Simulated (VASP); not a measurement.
# HgTe (Coloradoite) (F-43m) in VASP: further runs, part 2 of 2

VASP 6.6.1. The steps go on from the part before.

## 3. Phonons, PBE

This run uses another cell than the first one, of 36.85 Å³/atom, 1.065 times its volume.

The input, POSCAR:

```
HgTe
1.0
    0.0000000000      3.3275992150      3.3275992150
    3.3275992150      0.0000000000      3.3275992150
    3.3275992150      3.3275992150     -0.0000000000
  Hg              Te
     1     1
Direct
     1.0000000000000000    0.0000000000000000    1.0000000000000000
     0.2500000000000000    0.2500000000000000    0.2500000000000000
```

The input, INCAR.step1:

```
  PREC = Accurate
  ENCUT = 600
  EDIFF = 1E-8
  ISMEAR = 0
  SIGMA = 0.03
  LREAL = F
  LASPH = T
  NELM = 80
  ALGO = Normal
  ISIF = 3
  LWAVE = F
  LCHARG = F
  GGA = PE
  IBRION = 2
  NSW = 40
  EDIFFG = -0.002
```

The input, INCAR.step2:

```
  PREC = Accurate
  ENCUT = 600
  EDIFF = 1E-8
  ISMEAR = 0
  SIGMA = 0.03
  LREAL = F
  LASPH = T
  NELM = 80
  ALGO = Normal
  ISIF = 2
  LWAVE = F
  LCHARG = F
  GGA = PE
  IBRION = 6
  NFREE = 2
  POTIM = 0.015
  NSW = 1
```

The input, KPOINTS:

```
Automatic mesh
0
Gamma
  10 10 10
```

Potentials or basis: VASP PAW PBE potentials, release 64 (Hg, Te).

Run with:

```
cat potpaw_PBE.64/Hg/POTCAR potpaw_PBE.64/Te/POTCAR > POTCAR
cp INCAR.step1 INCAR
mpirun -np 1 vasp_std > vasp.out
cp CONTCAR POSCAR
cp INCAR.step2 INCAR
mpirun -np 1 vasp_std > vasp.out
```

OUTCAR:

```text
PREC = Accurate
   ENCUT = 600
   EDIFF = 1E-8
   ISMEAR = 0
   LREAL = F
   LASPH = T
   NELM = 80
   ISIF = 2
   GGA = PE
   IBRION = 6
   NFREE = 2
   POTIM = 0.015
   NSW = 1

 ion  position               nearest neighbor table
   1  0.000  0.000  0.000-   2 2.88   2 2.88   2 2.88   2 2.88
   2  0.250  0.250  0.250-   1 2.88   1 2.88   1 2.88   1 2.88

  LATTYP: Found a face centered cubic cell.
 ALAT       =     6.6551984300

  Lattice vectors:

 A1 = (   0.0000000000,   3.3275992150,   3.3275992150)
 A2 = (   3.3275992150,   0.0000000000,   3.3275992150)
 A3 = (   3.3275992150,   3.3275992150,   0.0000000000)

Analysis of symmetry for initial positions (statically):
=====================================================================
 Subroutine PRICEL returns:
 Original cell was already a primitive cell.

[... 726 lines left out ...]
  Total        0.0003461      0.0014172      0.0014172      0.0000000      0.0525751      0.0000000
  in kB        0.0075239      0.0308125      0.0308125      0.0000000      1.1430571      0.0000000
  external PRESSURE =       0.0230496 kB  Pullay stress =       0.0000000 kB
[... 17 lines left out ...]
  FREE ENERGIE OF THE ION-ELECTRON SYSTEM (eV)
  ---------------------------------------------------
  free  energy   TOTEN  =        -3.6511909547 eV

  energy  without entropy=       -3.6511465766  energy(sigma->0) =       -3.65116877

 INTERNAL STRAIN TENSORS FROM DISPLACED ATOMS
 ============================================

 INTERNAL STRAIN TENSOR FOR ION    1 for displacements in x,y,z  (eV/Angst):
          X           Y           Z          XY          YZ          ZX
  --------------------------------------------------------------------------------
  x     0.00000     0.00000     0.00000     0.00000     3.50247     0.00000
  y     0.00000     0.00000     0.00000     0.00000     0.00000     3.50247
  z     0.00000     0.00000     0.00000     3.50247     0.00000     0.00000

 INTERNAL STRAIN TENSOR FOR ION    2 for displacements in x,y,z  (eV/Angst):
          X           Y           Z          XY          YZ          ZX
  --------------------------------------------------------------------------------
  x     0.00000     0.00000     0.00000     0.00000    -3.50463     0.00000
  y     0.00000    -0.00000     0.00000     0.00000     0.00000    -3.50463
  z     0.00000     0.00000     0.00000    -3.50463     0.00000     0.00000

 Eigenvectors and eigenvalues of the dynamical matrix
 ----------------------------------------------------

   1 f  =    2.900720 THz    18.225759 2PiTHz   96.757591 cm-1    11.996407 meV
             X         Y         Z           dx          dy          dz
      0.000000  0.000000  0.000000     0.623863    0.000000   -0.000000
      1.663800  1.663800  1.663800    -0.781534    0.000000   -0.000000
[... 21 lines left out ...]
   6 f/i=    0.001206 THz     0.007575 2PiTHz    0.040215 cm-1     0.004986 meV
             X         Y         Z           dx          dy          dz
      0.000000  0.000000  0.000000    -0.297677    0.346803   -0.633965
      1.663800  1.663800  1.663800    -0.237621    0.276837   -0.506065

 ELASTIC MODULI CONTR FROM IONIC RELAXATION (kBar)
 Direction    XX          YY          ZZ          XY          YZ          ZX
 --------------------------------------------------------------------------------
 XX          -0.0000     -0.0000     -0.0000     -0.0000     -0.0000     -0.0000
 YY          -0.0000     -0.0000     -0.0000     -0.0000     -0.0000     -0.0000
 ZZ          -0.0000     -0.0000     -0.0000     -0.0000     -0.0000     -0.0000
 XY          -0.0000     -0.0000     -0.0000    -99.3748      0.0000      0.0000
 YZ          -0.0000     -0.0000     -0.0000      0.0000    -99.3748      0.0000
 ZX          -0.0000     -0.0000     -0.0000      0.0000      0.0000    -99.3748
 --------------------------------------------------------------------------------
```

OUTCAR.step1:

```text
PREC = Accurate
   ENCUT = 600
   EDIFF = 1E-8
   ISMEAR = 0
   LREAL = F
   LASPH = T
   NELM = 80
[... 610 lines left out ...]
      0.00000      0.00000      0.00000         0.000000      0.000000      0.000000
      1.66380      1.66380      1.66380        -0.000000     -0.000000     -0.000000
 -----------------------------------------------------------------------------------
    total drift:                               -0.000000     -0.000000     -0.000000

  FREE ENERGIE OF THE ION-ELECTRON SYSTEM (eV)
  ---------------------------------------------------
  free  energy   TOTEN  =        -3.6514930228 eV

  energy  without entropy=       -3.6514467425  energy(sigma->0) =       -3.65146988

 reached required accuracy - stopping structural energy minimisation
```

OSZICAR.step1:

```text
N       E                     dE             d eps       ncg     rms          rms(c)
DAV:   1     0.115146878889E+03    0.11515E+03   -0.85486E+03  1222   0.132E+03
DAV:   2     0.121939031201E+01   -0.11393E+03   -0.10716E+03  1302   0.276E+02
DAV:   3    -0.380073390022E+01   -0.50201E+01   -0.49950E+01  1522   0.600E+01
DAV:   4    -0.385199508719E+01   -0.51261E-01   -0.51250E-01  1695   0.566E+00
DAV:   5    -0.385215468031E+01   -0.15959E-03   -0.15959E-03  1487   0.303E-01    0.630E+00
DAV:   6    -0.365719841753E+01    0.19496E+00   -0.48221E-01  1432   0.972E+00    0.518E+00
DAV:   7    -0.365190337335E+01    0.52950E-02   -0.96210E-02  1382   0.238E+00    0.205E+00
DAV:   8    -0.365141450917E+01    0.48886E-03   -0.89622E-03  1262   0.126E+00    0.536E-01
DAV:   9    -0.365144680457E+01   -0.32295E-04   -0.82308E-04  1467   0.348E-01    0.999E-02
DAV:  10    -0.365147909629E+01   -0.32292E-04   -0.94529E-05  1335   0.985E-02    0.498E-02
DAV:  11    -0.365149367052E+01   -0.14574E-04   -0.29039E-05  1307   0.425E-02    0.198E-02
DAV:  12    -0.365149307151E+01    0.59900E-06   -0.38531E-06  1452   0.148E-02    0.131E-02
DAV:  13    -0.365149305726E+01    0.14253E-07   -0.24568E-07  1347   0.423E-03    0.757E-03
DAV:  14    -0.365149295596E+01    0.10130E-06   -0.29547E-07  1382   0.553E-03    0.234E-03
DAV:  15    -0.365149297763E+01   -0.21674E-07   -0.24343E-08  1362   0.127E-03    0.203E-03
DAV:  16    -0.365149303096E+01   -0.53332E-07   -0.14042E-09   756   0.293E-04    0.498E-04
DAV:  17    -0.365149302012E+01    0.10848E-07   -0.10331E-09   646   0.221E-04    0.112E-04
DAV:  18    -0.365149302275E+01   -0.26344E-08   -0.20314E-10   626   0.973E-05
   1 F= -.36514930E+01 E0= -.36514699E+01  d E =-.365149E+01
```

It took 5.1 min on 1 thread of Intel Xeon 6975P-C (Granite Rapids), shared host; peak memory 0.51 GiB.

What came out:

```
Highest phonon frequency at Γ, LO-TO splitting left out : 97 cm⁻¹
```

Phonon frequencies in cm⁻¹ (negative: imaginary):
| q point | frequencies |
| --- | --- |
| (0.000, 0.000, 0.000) | 0 0 0 97 97 97 |
